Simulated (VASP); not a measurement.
Output of a VASP run:

**OUTCAR**
```
 ion  position               nearest neighbor table
   1  0.500  0.500  0.500-   2 2.63   2 2.63   2 2.63   2 2.63
   2  0.250  0.250  0.250-   1 2.63   1 2.63   1 2.63   1 2.63
  LATTYP: Found a face centered cubic cell.
 ALAT       =     6.0849520000
 Subroutine PRICEL returns:
 Original cell was already a primitive cell.
 Subroutine GETGRP returns: Found 24 space group operations
The static configuration has the point symmetry T_d .
The dynamic configuration has the point symmetry T_d .
 Subroutine INISYM returns: Found 24 space group operations
 Subroutine IBZKPT returns following result:
 Found     16 irreducible k-points:

 Following reciprocal coordinates:
            Coordinates               Weight
  0.000000  0.000000  0.000000      1.000000
  0.166667  0.000000  0.000000      8.000000
  0.333333  0.000000  0.000000      8.000000
  0.500000  0.000000  0.000000      4.000000
  0.166667  0.166667  0.000000      6.000000
  0.333333  0.166667  0.000000     24.000000
  0.500000  0.166667  0.000000     24.000000
 -0.333333  0.166667  0.000000     24.000000
 -0.166667  0.166667  0.000000     12.000000
  0.333333  0.333333  0.000000      6.000000
  0.500000  0.333333  0.000000     24.000000
 -0.333333  0.333333  0.000000     12.000000
  0.500000  0.500000  0.000000      3.000000
  0.500000  0.333333  0.166667     24.000000
 -0.333333  0.333333  0.166667     24.000000
 -0.333333  0.500000  0.166667     12.000000
   k-points           NKPTS =     16   k-points in BZ     NKDIM =     16   number of bands    NBANDS=     13
   number of dos      NEDOS =    301   number of ions     NIONS =      2
   total plane-waves  NPLWV =  13824
   dimension x,y,z NGX =    24 NGY =   24 NGZ =   24
   dimension x,y,z NGXF=    48 NGYF=   48 NGZF=   48
   ions per type =               1   1
   PREC   = accura    normal or accurate (medium, high low for compatibility)
   ISTART =      0    job   : 0-new  1-cont  2-samecut
   ICHARG =      2    charge: 1-file 2-atom 10-const
   ISPIN  =      1    spin polarized calculation?
   LNONCOLLINEAR =      F non collinear calculations
   LSORBIT =      F    spin-orbit coupling
   INIWAV =      1    electr: 0-lowe 1-rand  2-diag
   ENCUT  =  300.0 eV  22.05 Ry    4.70 a.u.   6.08  6.08  6.08*2*pi/ulx,y,z
   NELM   =    100;   NELMIN=  2; NELMDL= -5     # of ELM steps
   EDIFF  = 0.1E-05   stopping-criterion for ELM
   LREAL  =      F    real-space projection
   NLSPLINE    = F    spline interpolate recip. space projectors
   LMAXMIX     =    4 max onsite mixed and CHGCAR
   VOSKOWN=      0    Vosko Wilk Nusair interpolation
   EDIFFG = 0.1E-04   stopping-criterion for IOM
   NSW    =      0    number of steps for IOM
   NBLOCK =      1;   KBLOCK =      1    inner block; outer block
   IBRION =     -1    ionic relax: 0-MD 1-quasi-New 2-CG
   NFREE  =      0    steps in history (QN), initial steepest desc. (CG)
   ISIF   =      2    stress and relaxation
   ISYM   =      2    0-nonsym 1-usesym 2-fastsym
   TEIN   =    0.0    initial temperature
   TEBEG  =    0.0;   TEEND  =   0.0 temperature during run
   SMASS  =  -3.00    Nose mass-parameter (am)
   PSTRESS=    0.0 pullay stress
   NELECT =      18.0000    total number of electrons
   EFERMI =   0.00;   METHOD = LEGACY
   ISMEAR =     0;   SIGMA  =   0.02  broadening in eV -4-tet -1-fermi 0-gaus
   IALGO  =     38    algorithm
   LDIAG  =      T    sub-space diagonalisation (order eigenvalues)
   IMIX   =      4    mixing-type and parameters
     AMIX     =   0.40;   BMIX     =  1.00
     AMIX_MAG =   1.60;   BMIX_MAG =  1.00
     AMIN     =   0.10
   GGA     = CA    functional components
   VOSKOWN =     0    Vosko Wilk Nusair interpolation
   LHFCALC =     F    Hartree Fock is set to
   LHFONE  =     F    Hartree Fock one center treatment
   AEXX    =    0.0000 exact exchange contribution
   IVDW    =     0    specifies the selected vdW correction
   LEPSILON=     F    determine dielectric tensor
   LRPA    =     F    only Hartree local field effects (RPA)
...
```

OSZICAR:
```
       N       E                     dE             d eps       ncg     rms          rms(c)
DAV:   1     0.615961168421E+02    0.61596E+02   -0.61166E+03   416   0.952E+02
DAV:   2    -0.364024850680E+01   -0.65236E+02   -0.62788E+02   466   0.210E+02
DAV:   3    -0.661496808747E+01   -0.29747E+01   -0.29681E+01   496   0.469E+01
DAV:   4    -0.665563371248E+01   -0.40666E-01   -0.40661E-01   586   0.561E+00
DAV:   5    -0.665575116043E+01   -0.11745E-03   -0.11745E-03   511   0.250E-01    0.493E+00
DAV:   6    -0.647594981903E+01    0.17980E+00   -0.59397E-01   501   0.218E+01    0.379E+00
DAV:   7    -0.645663587716E+01    0.19314E-01   -0.11204E-01   466   0.379E+00    0.147E+00
DAV:   8    -0.645282673294E+01    0.38091E-02   -0.37385E-03   560   0.671E-01    0.335E-01
DAV:   9    -0.645246853946E+01    0.35819E-03   -0.75427E-04   481   0.299E-01    0.109E-01
DAV:  10    -0.645246904153E+01   -0.50207E-06   -0.85046E-05   469   0.897E-02    0.630E-02
DAV:  11    -0.645247401367E+01   -0.49721E-05   -0.11052E-05   456   0.204E-02    0.135E-02
DAV:  12    -0.645247349225E+01    0.52142E-06   -0.13560E-06   283   0.143E-02
   1 F= -.64524735E+01 E0= -.64524735E+01  d E =-.854207E-15
```

**OUTCAR**
```
------------------------ aborting loop because EDIFF is reached ----------------------------------------
  FORCE on cell =-STRESS in cart. coord.  units (eV):
  Direction    XX          YY          ZZ          XY          YZ          ZX
  --------------------------------------------------------------------------------------
  Total       -0.7324823     -0.7324823     -0.7324823      0.0000000      0.0000000     -0.0000000
  in kB      -20.8351308    -20.8351308    -20.8351308      0.0000000      0.0000000     -0.0000000
  external PRESSURE =     -20.8351308 kB  Pullay stress =       0.0000000 kB
  volume of cell :       56.33
      direct lattice vectors                 reciprocal lattice vectors
     0.000000000  3.042476000  3.042476000    -0.164339834  0.164339834  0.164339834
     3.042476000  0.000000000  3.042476000     0.164339834 -0.164339834  0.164339834
     3.042476000  3.042476000  0.000000000     0.164339834  0.164339834 -0.164339834
 POSITION                                       TOTAL-FORCE (eV/Angst)
 -----------------------------------------------------------------------------------
      3.04248      3.04248      3.04248         0.000000      0.000000      0.000000
      1.52124      1.52124      1.52124        -0.000000     -0.000000     -0.000000
 -----------------------------------------------------------------------------------
    total drift:                               -0.000002     -0.000002     -0.000003
  FREE ENERGIE OF THE ION-ELECTRON SYSTEM (eV)
  ---------------------------------------------------
  free  energy   TOTEN  =        -6.4524734923 eV

  energy  without entropy=       -6.4524734923  energy(sigma->0) =       -6.45247349
```
(Selected blocks of OUTCAR.)

File POSCAR:
```
ZnTe
1
    0.0000000000     3.0424760000     3.0424760000
    3.0424760000     0.0000000000     3.0424760000
    3.0424760000     3.0424760000     0.0000000000
Zn Te
1 1
Direct
  0.5000000000   0.5000000000   0.5000000000
  0.2500000000   0.2500000000   0.2500000000
```

Question: Reconstruct the remaining input files.

Answer: Several could match; the one computed here: the input of the run itself, LDA (Ceperley-Alder, Perdew-Zunger), plane waves, VASP's LDA PAW potentials (set 64).

File KPOINTS:
```
kpoints
0
G
 6 6 6
0 0 0
```

**INCAR**
```
! general
SYSTEM  = ZnTe
PREC    = Accurate
ENCUT   = 300
LREAL   = F
LASPH   = T

! electronic loop
EDIFF   = 1E-6
NELM    = 100
ALGO    = Normal
LMAXMIX = 4

! smearing
ISMEAR  = 0
SIGMA   = 0.02

! ions
ISIF    = 2

! output
LWAVE   = F
LCHARG  = F
```

POTCAR, in this order: Zn Te (LDA.64 set). Program: vasp_std.

At this cut-off the stress carries a Pulay error, which pulls relaxed volumes low.

The structure comes from a computed database's ZnTe entry; how it stands against other phases isn't given here. The cell was not relaxed at this level.
